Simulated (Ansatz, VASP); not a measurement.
Two plane-wave programs on ZnH

```
Zn H
1.0
     0.00000    2.21594    2.21594
     2.21594    0.00000    2.21594
     2.21594    2.21594    0.00000
Zn H
1 1
Direct
  0.00000 0.00000 0.00000
  0.25000 0.25000 0.25000
```

The cell was built by a generator and needn't be a form met in nature.

Alike in both runs: functional PBE; k mesh 10 × 10 × 10; occupations fermi-dirac, width 0.05 eV; no spin polarisation.

|  | VASP | Ansatz |
| --- | --- | --- |
| version | VASP 6.6.1 | Ansatz 0.2.0 |
| potentials or method | VASP PAW PBE potentials, release 64 (Zn, H) | Ansatz PAW |
| plane-wave cutoff (eV) | 520 | 420 |
| valence electrons in the cell | 13 | 13 |
| task | single point | band structure |

VASP gave:

| Property | Result |
| --- | --- |
| gap on the k mesh at the Fermi level (eV) | none |
| pressure (GPa) | 0.3 |

Which values does Ansatz return?

gap on the k mesh at the Fermi level (eV): none; pressure (GPa): 0.2.

A gap of «none» marks a metal or a gap that the smearing closes.
